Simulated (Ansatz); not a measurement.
Input and command of a calculation in Ansatz (plane waves; scalar-relativistic PAW potentials unless the input names others):

```yaml
crystal:
  lattice:
    - [4.0100588408, 0.0, 0.0]
    - [-2.0050294204, 3.4728128268, 0.0]
    - [0.0, 0.0, 19.6429972184]
  atoms:
    - { symbol: Al, position: [0.0, 0.0, -2.81529e-05] }
    - { symbol: As, position: [0.6666666667, 0.3333333333, 0.2083847663] }
    - { symbol: As, position: [0.3333333333, 0.6666666667, 0.0416823445] }
    - { symbol: Al, position: [0.3333333333, 0.6666666667, 0.1669983805] }
    - { symbol: Ga, position: [0.6666666667, 0.3333333333, 0.3335205492] }
    - { symbol: As, position: [0.0, 0.0, 0.3751901733] }
    - { symbol: Ga, position: [1.0, 0.0, 0.5000907992] }
    - { symbol: As, position: [0.6666666667, 0.3333333333, 0.7081119776] }
    - { symbol: As, position: [0.3333333333, 0.6666666667, 0.5416655225] }
    - { symbol: Ga, position: [0.3333333333, 0.6666666667, 0.6666019767] }
    - { symbol: Ga, position: [0.6666666667, 0.3333333333, 0.832920678] }
    - { symbol: As, position: [0.0, 0.0, 0.874860985] }
basis:
  ecutwfc: 500
kpoints:
  mp_grid: { grid: [12, 12, 2] }
hamiltonian:
  xc: r2scan
scf:
  occupations: { method: gaussian, width: 0.02 }
  initial_density: { chi_scale: 0.0 }
output:
  forces: true
  eigenvalues: true
  stress: true
```

```bash
ansatz run input.yaml --threads 2 --pin off --max-ram 5120MiB --backend cpu --events-out ev --progress --plain --runs-dir out
```

Abridged log:
```
Pseudopotentials: kind: paw
Pseudopotential: Al, paw, valence charge 3, recommended cutoff 500 eV (meta_gga)
Pseudopotential: As, paw, valence charge 15, recommended cutoff 500 eV (meta_gga)
Pseudopotential: Ga, paw, valence charge 13, recommended cutoff 500 eV (meta_gga)
Functional definition: r2SCAN
Crystal: 12 atoms, lattice volume = 273.552 Å³
Basis set: ecut = 500 eV, 6953 PW (Γ), exchange–correlation on 120×120×576 points (64 copies of the dense FFT grid, shifted against one another)
Bands: 89, of which v1, the nominal top of the filled ones, is band 74 counted from 1 (73 counted from 0)
Symmetry: 6 space group operations
Space group: P3m1 (ITA 156), of the structure as read, at distance tolerance 6.5e-5 Å
k-points: 38 of 288 (time reversal used)
Initial density: superposition of atomic densities (chi_scale 0, normalization cell)
Initial wavefunctions: pseudopotential atomic-orbital guess
Functional: x = r2scan, c = r2scan; τ floored in thin density (d = 2e-4 eV/Å³)
SCF iter   1: F=—  HF=-45435.767207 eV  |F-HF|=—  |Δ(HF+E_count)|=         —  Δρ=3.85e-2  dr2=4.61e0  dr2_τ=5.45e-2  ethr=3.10e-3  ⟨swp⟩=6.1  Hψ=12053  notcnv=0  defer=18
SCF iter   2: F=—  HF=-45435.427126 eV  |F-HF|=—  |Δ(HF+E_count)|=   3.40e-1  Δρ=2.27e-2  dr2=1.36e0  dr2_τ=9.60e-3  ethr=3.10e-3  ⟨swp⟩=2.1  Hψ=4313  notcnv=0  defer=312
SCF iter   3: F=—  HF=-45435.553609 eV  |F-HF|=—  |Δ(HF+E_count)|=   1.26e-1  Δρ=5.02e-3  dr2=1.17e-1  dr2_τ=1.32e-3  ethr=9.16e-4  ⟨swp⟩=2.8  Hψ=5695  notcnv=0  defer=198
automatic band count: iteration 3 solves 86 bands in place of 89: the levels show a gap, and the empty bands left out lie too high to hold charge; the band table lists the bands solved (type scf.n_extra_bands for more)
SCF iter   4: F=—  HF=-45435.504298 eV  |F-HF|=—  |Δ(HF+E_count)|=   4.93e-2  Δρ=1.96e-3  dr2=1.40e-2  dr2_τ=1.12e-4  ethr=7.93e-5  ⟨swp⟩=3.3  Hψ=6412  notcnv=0  defer=198
SCF iter   5: F=—  HF=-45435.507857 eV  |F-HF|=—  |Δ(HF+E_count)|=   3.56e-3  Δρ=8.18e-4  dr2=4.10e-3  dr2_τ=2.20e-5  ethr=9.45e-6  ⟨swp⟩=2.3  Hψ=6321  notcnv=0  defer=198
SCF iter   6: F=—  HF=-45435.506423 eV  |F-HF|=—  |Δ(HF+E_count)|=   1.43e-3  Δρ=2.62e-4  dr2=1.67e-4  dr2_τ=2.35e-6  ethr=2.77e-6  ⟨swp⟩=2.1  Hψ=6063  notcnv=0  defer=198
SCF iter   7: F=—  HF=-45435.506529 eV  |F-HF|=—  |Δ(HF+E_count)|=   1.06e-4  Δρ=6.22e-5  dr2=1.94e-5  dr2_τ=2.69e-7  ethr=1.13e-7  ⟨swp⟩=2.0  Hψ=5919  notcnv=0  defer=198
SCF iter   8: F=—  HF=-45435.506619 eV  |F-HF|=—  |Δ(HF+E_count)|=   9.02e-5  Δρ=2.85e-5  dr2=6.36e-6  dr2_τ=4.10e-8  ethr=1.31e-8  ⟨swp⟩=2.0  Hψ=5892  notcnv=0  defer=198
SCF iter   9: F=—  HF=-45435.506618 eV  |F-HF|=—  |Δ(HF+E_count)|=   6.94e-7  Δρ=7.33e-6  dr2=1.96e-7  dr2_τ=2.26e-9  ethr=4.30e-9  ⟨swp⟩=2.0  Hψ=5886  notcnv=0  defer=198
SCF iter  10: F=-45435.506618 eV  HF=-45435.506618 eV  |F-HF|=3.90e-8  |Δ(HF+E_count)|=   7.82e-8  Δρ=3.44e-6  dr2=4.64e-8  dr2_τ=4.86e-10  ethr=6.76e-11  ⟨swp⟩=10.7  Hψ=14636  notcnv=0
SCF 1 converged in 10 iterations: F = -45435.506618 eV  dr2 = 4.64e-8
SCF converged after 10 iterations
Free energy (F): -45435.506618 eV
Harris-Foulkes:  -45435.506618 eV  (|F-HF|=3.90e-8)
Internal energy: -45435.506618 eV  (E = F + TS)
E sigma→0 (E₀):  -45435.506618 eV
Fermi energy:    7.941077 eV
--- Forces (eV/Å), atoms counted from 1 ---
  atom   1  Al     0.00000000     0.00000000     0.00118503
  atom   2  As     0.00000000     0.00000000    -0.00105406
  atom   3  As     0.00000000     0.00000000    -0.00119096
  atom   4  Al     0.00000000     0.00000000     0.00076473
  atom   5  Ga     0.00000000     0.00000000     0.00155187
  atom   6  As     0.00000000     0.00000000    -0.00078992
  atom   7  Ga     0.00000000     0.00000000    -0.00015667
  atom   8  As     0.00000000     0.00000000     0.00088463
  atom   9  As     0.00000000     0.00000000     0.00038291
  atom  10  Ga     0.00000000     0.00000000    -0.00087933
  atom  11  Ga     0.00000000     0.00000000     0.00043443
  atom  12  As     0.00000000     0.00000000    -0.00104883
--- Stress (GPa, compression-positive) ---
       -0.000148       0.000000       0.000000
        0.000000      -0.000148       0.000000
        0.000000       0.000000      -0.000310
  P = ⅓ Tr σ = -0.0002 GPa (-0.002 kbar)
```

Apart from outputs, empty bands and the relaxation, which only the reference makes, the input differs from a reference run on usual settings in scf.initial_density.chi_scale: not typed → 0.0. The reference, at the same geometry, ended its own course with pressure 0.00 GPa, largest force 0.002 eV/Å, gap on the mesh 1.27 eV. This run converged in 10 SCF iterations with an energy at zero smearing within 0.01 meV/atom of the reference's, pressure 0.00 GPa, largest force 0.002 eV/Å, gap on the mesh 1.27 eV.

It took 87 s on 2 threads of Arm Neoverse V2, on a shared host, peak memory 1.5 GiB.